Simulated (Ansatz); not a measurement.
Method: Ansatz, DFT PBE, scalar-relativistic, plane waves, PAW. All cells share a 420 eV cutoff and Γ-centred k meshes spaced at most about 0.3 Å⁻¹ (2π included). No spin polarisation.

Each guess is relaxed in cell and atoms at zero pressure, on a coarse mesh first where it starts far from rest and then on a converged one. The steps can't lower the symmetry of the start, but it can rise. Energies are static (0 K, no zero-point motion).

Two unrelaxed guesses for Ga₄AsP₃:

A.

```xyz
8
Lattice="3.8115 0.0000 0.0000 -1.9058 3.3009 0.0000 0.0000 0.0000 12.5716" Properties=species:S:1:pos:R:3 pbc="T T T"
Ga    0.0000    2.2006    6.2857
Ga    0.0000    2.2006   12.5715
Ga    1.9058    1.1003    3.1428
Ga    1.9058    1.1003    9.4286
P     0.0000    2.2006    2.3510
P     0.0000    2.2006    8.6368
P     1.9058    1.1003   11.7798
As    1.9058    1.1003    5.4939
```

B.

```xyz
8
Lattice="5.4080 0.0000 0.0000 0.0000 5.4080 0.0000 0.0000 0.0000 5.4080" Properties=species:S:1:pos:R:3 pbc="T T T"
Ga    4.0560    4.0560    4.0560
Ga    4.0560    1.3520    1.3520
Ga    1.3520    4.0560    1.3520
Ga    1.3520    1.3520    4.0560
P     2.7040    2.7040    0.0000
P     2.7040    0.0000    2.7040
P     0.0000    2.7040    2.7040
As    0.0000    0.0000    0.0000
```

Question: Do they relax into the same structure? If not, which is lower?

Answer: No. B ends lower, by 11 meV/atom. A: P3m1 at 19.8 Å³/atom → P3m1 at 21.5 Å³/atom; B: P-43m at 19.8 Å³/atom → P-43m at 21.5 Å³/atom. Counting As or P atoms around Ga (for each partner element, those within 1.25 times its shortest distance or 1.15 times the sum of covalent radii, where it is the nearest in units of that sum or under 1.3), the end of A and the end of B both have Ga 4. End of A. Conventional cell: a = 3.922 Å, c = 12.937 Å. Around Ga on its first site lie 1 P at 2.39 Å and 3 As at 2.44 Å; P on its first site has 4 Ga at 2.40 Å; As has 4 Ga at 2.44–2.49 Å; 5 more sites not described. End of B. Conventional cell: a = 5.564 Å. Around Ga lie 3 P at 2.40 Å and 1 As at 2.45 Å; around P lie 4 Ga at 2.40 Å; around As lie 4 Ga at 2.45 Å.

Ends held by symmetry can be saddle points. Neither end is the lowest form computed: that has P and As ordered on zinc blende sites, space group P-4m2 (No. 115) and lies 0 meV/atom below the better end. Some structure types and database cells were kept out of the candidates from the start, so a known form may be missing.
